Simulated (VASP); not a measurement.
TiTe:

```xyz
2
Lattice="0.0000 3.0501 3.0501 3.0501 0.0000 3.0501 3.0501 3.0501 0.0000" Properties=species:S:1:pos:R:3 pbc="T T T"
Ti    3.0501    3.0501    3.0501
Te    0.0000    0.0000    0.0000
```

The cell comes from a database or a generator and needn't be the stable form of this composition.

* Program: VASP 6.6.1
* Task: relaxation of cell and atoms
* Functional: PBE
* Potentials or basis: VASP PAW PBE potentials, release 64 (Ti_sv, Te)
* Cutoff: 600 eV
* k mesh: 6 × 6 × 6
* Occupations: fermi-dirac, width 0.05 eV
* Spin: spin-orbit coupling, no magnetisation

At the start: pressure -10.6 GPa; volume 28.37 Å³/atom.

Task: How do energy, volume and symmetry change on relaxing?

Result: Over 3 steps the energy falls by 235.3 meV/atom and the volume is 22.60 Å³/atom (-20.3 %); space group Fm-3m (No. 225, to 0.05 Å).

The path:
| step | energy change (eV) | largest force (eV/Å) | pressure (GPa) | volume (Å³) |
| --- | --- | --- | --- | --- |
| 1 | 0.0000 | 0.0000 | -10.56 | 56.75 |
| 2 | -0.4334 | 0.0000 | 5.04 | 42.73 |
| 3 | -0.4706 | 0.0000 | 0.00 | 45.20 |

Final structure:
```xyz
2
Lattice="0.0000 2.8274 2.8274 2.8274 0.0000 2.8274 2.8274 2.8274 0.0000" Properties=species:S:1:pos:R:3 pbc="T T T"
Ti    2.8274    2.8274    2.8274
Te    0.0000    0.0000    0.0000
```

Caveat: the volume moved by over 15 % at a fixed basis, so the end points are rough.
